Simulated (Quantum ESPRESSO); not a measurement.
## Si2Ni: single point with PBEsol

Crystal: Si2Ni.

```
Ni Si
1.0
     0.00000    2.70300    2.70300
     2.70300    0.00000    2.70300
     2.70300    2.70300    0.00000
Ni Si
1 2
Direct
  0.00493 0.00989 0.99540
  0.75332 0.75088 0.76642
  0.24470 0.25296 0.25518
```

The cell isn't the ideal one: atoms moved at random, drawn with an rms of 0.05 Å.

| Item | Value |
| --- | --- |
| Program | Quantum ESPRESSO 7.5 |
| Task | single point |
| Functional | PBEsol |
| Potentials or basis | GBRV 1.5 PBEsol |
| Cutoff | 612 eV |
| Density cutoff | 4898 eV |
| k mesh | 9 × 9 × 9 |
| Occupations | fermi-dirac, width 0.05 eV |
| Spin | collinear spin, ferromagnetic start |
| Starting moments | [1.0, 0.0, 0.0] μB |

- Pressure: -0.6 GPa
- Largest force: 0.457 eV/Å
- Band gap on the k mesh: none (metal or under the smearing width)
- Net moment: 0.00 μB per cell
- Absolute moment: 0.00 μB per cell
- Valence electrons inside the program's atomic spheres: Ni 16.50; Si 1.69

Forces on the atoms (eV/Å):
```
Ni   0.172  0.242 -0.340
Si  -0.208 -0.403  0.061
Si   0.036  0.160  0.280
```

Stress tensor (GPa, compression positive):
```
-0.60  0.67  1.46
 0.67 -0.53  0.60
 1.46  0.60 -0.68
```

Levels at points of the mesh, in eV from the Fermi level:
Spin up:
| k point | band 10 | band 11 | band 12 | band 13 | band 14 | band 15 | band 16 | band 17 |
| --- | --- | --- | --- | --- | --- | --- | --- | --- |
| (0.00, 0.00, 0.00) | -3.53 | -0.31 | 1.67 | 1.69 | 1.73 | 2.05 | 2.28 | 2.38 |
Spin down:
```
           k point  band 9  band 10  band 11  band 12  band 13  band 14  band 15  band 16  band 17  band 18
(0.00, 0.00, 0.00)   -3.54    -3.53    -0.31     1.67     1.69     1.73     2.05     2.28     2.38     4.54
```

Wall time 2.6 min on 2 MPI ranks on AMD EPYC 9R14 (Zen 4), with other jobs on the host, peak memory 0.58 GiB a rank.
